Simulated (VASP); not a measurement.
A run of VASP 6.6.1 is set up as follows.

INCAR

```
PREC     = Accurate       # precision mode
ENCUT    = 600            # plane-wave cutoff, eV
EDIFF    = 1E-7           # SCF threshold, eV
ISMEAR   = 0              # smearing method
SIGMA    = 0.1            # smearing width, eV
LREAL    = False          # projectors in reciprocal space
LASPH    = True           # aspherical terms in the spheres
NELM     = 100            # most SCF steps
ALGO     = Normal         # electronic algorithm
ISIF     = 3              # what is computed and relaxed
LWAVE    = False          # write WAVECAR
LCHARG   = False          # write CHGCAR
GGA      = PE             # functional
IBRION   = 2              # ionic algorithm
NSW      = 100            # ionic steps
EDIFFG   = -0.01          # ionic threshold
```

Contents of KPOINTS:

```
regular mesh
0
Gamma
  12 12 12
```

The input POSCAR:

```
GaH6
1.0
   -2.1211232192      2.1211232192      2.1211232192
    2.1211232192     -2.1211232192      2.1211232192
    2.1211232192      2.1211232192     -2.1211232192
Ga H
1 6
Direct
    0.0000000000      0.0000000000      0.0000000000
    0.5000000000      0.2500000000      0.7500000000
    0.5000000000      0.7500000000      0.2500000000
    0.7500000000      0.5000000000      0.2500000000
    0.2500000000      0.5000000000      0.7500000000
    0.2500000000      0.7500000000      0.5000000000
    0.7500000000      0.2500000000      0.5000000000
```

Potentials or basis: VASP PAW PBE potentials, release 64 (Ga_d, H).

Run with:

```bash
$ cat potpaw_PBE.64/Ga_d/POTCAR potpaw_PBE.64/H/POTCAR > POTCAR
$ mpirun -np 1 vasp_std > vasp.out
```

Task: Estimate the band gap on the k mesh.

Result: None (metal or under the smearing width).

Task: What does it give for the relaxed volume?

Result: 5.44 Å³/atom.

Task: Predict the space group after relaxing (to 0.05 Å).

Result: Im-3m (No. 229).

Task: Predict the relaxed cell.

Result: a = 3.671 Å, b = 3.671 Å, c = 3.671 Å, α = 109.47°, β = 109.47°, γ = 109.47°.

Step by step:
| step | energy change (eV) | largest force (eV/Å) | pressure (GPa) | volume (Å³) |
| --- | --- | --- | --- | --- |
| 1 | 0.0000 | 0.0000 | -0.41 | 38.17 |
| 2 | -0.0002 | 0.0000 | -0.23 | 38.10 |
